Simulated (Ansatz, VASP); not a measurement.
Pb: VASP beside Ansatz

Contents of INCAR:

```
PREC = Accurate ; ENCUT = 520
EDIFF = 1E-7 ; ISMEAR = -1
SIGMA = 0.05 ; LREAL = F
LASPH = T ; NELM = 60
ALGO = Normal ; ISIF = 2
LWAVE = F ; LCHARG = T
LDIPOL = T ; IDIPOL = 3
DIPOL = 0.5 0.5 0.500 ; GGA = PE
LELF = T ; LVHAR = T
LVACPOTAV = T ; NBANDS = 36
```

Contents of KPOINTS:

```
regular mesh
0
Gamma
  9 9 1
```

File POSCAR:

```
Pb
1.0
    3.4928246563      0.0000000000      0.0000000000
   -1.7464123282      3.0248748834      0.0000000000
    0.0000000000      0.0000000000     23.5556381691
Pb
4
Direct
    0.6666666667      0.3333333333      0.3183951097
    0.3333333333      0.6666666667      0.4394650366
    0.0000000000      0.0000000000      0.5605349634
    0.6666666667      0.3333333333      0.6816048903
```

input.yaml

```yaml
crystal:
  lattice:
    - [3.4928246563, 0.0, 0.0]
    - [-1.7464123282, 3.0248748834, 0.0]
    - [0.0, 0.0, 23.5556381691]
  atoms:
    - { symbol: Pb, position: [0.6666666667, 0.3333333333, 0.3183951097] }
    - { symbol: Pb, position: [0.3333333333, 0.6666666667, 0.4394650366] }
    - { symbol: Pb, position: [0.0, 0.0, 0.5605349634] }
    - { symbol: Pb, position: [0.6666666667, 0.3333333333, 0.6816048903] }
hamiltonian:
  xc: pbe
  pseudopotentials: { kind: paw }
kpoints:
  mp_grid: { grid: [9, 9, 1] }
scf:
  occupations: { method: fermi_dirac, width: 0.05 }
output:
  forces: true
  eigenvalues: true
efield:
  axis: 3
  dipole_correction: true
  ramp_width: 0.04
```

Alike in both runs: task single point; functional PBE; k mesh 9 × 9 × 1; occupations fermi-dirac, width 0.05 eV; no spin polarisation.

|  | VASP | Ansatz |
| --- | --- | --- |
| version | VASP 6.6.1 | Ansatz 0.2.0 |
| potentials or method | VASP PAW PBE potentials, release 64 (Pb_d) | Ansatz PAW |
| plane-wave cutoff (eV) | 520 | 420 |
| valence electrons in the cell | 56 | 56 |

|  | VASP | Ansatz | Ansatz less VASP |
| --- | --- | --- | --- |
| gap on the k mesh at the Fermi level (eV) | none | none | - |
| rms of the force components (eV/Å) | 0.128 | 0.129 | +0.0008 |
| work function, face that differs most (eV) | 3.73 | 3.73 | +0.001 |

Atom by atom the forces differ by 0.001 eV/Å (rms over components). A gap of «none» marks a metal or a gap that the smearing closes.

Spin-orbit coupling is left out, which matters for the levels of Pb.
